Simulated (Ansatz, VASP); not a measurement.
**SnO: VASP beside Ansatz**

```
Sn O
1.0
     3.13144    0.00000    0.00000
     0.00000    3.13144    0.00000
     0.00000    0.00000    3.13144
Sn O
1 1
Cartesian
  1.5657 1.5657 1.5657
  0.0000 0.0000 0.0000
```

Change from the starting cell: species swapped into the TmAu type (Pm-3m, No. 221).

Alike in both runs: functional PBE; k mesh 18 × 18 × 18; occupations gaussian, width 0.1 eV; no spin polarisation.

Ansatz relaxed the structure, and its values are those at the end. VASP's run is a single point on that final structure, the one shown.

|  | VASP | Ansatz |
| --- | --- | --- |
| version | VASP 6.6.1 | Ansatz 0.2.0 |
| potentials or method | VASP PAW PBE potentials, release 64 (Sn_d, O) | scalar-relativistic, plane waves, PAW |
| plane-wave cutoff (eV) | 520 | 420 |
| valence electrons in the cell | 20 | 20 |

```csv
,VASP,Ansatz,Ansatz less VASP
gap on the k mesh at the Fermi level (eV),none,none,-
pressure (GPa),0.0,0.0,+0.07
```

A gap of «none» marks a metal or a gap that the smearing closes.
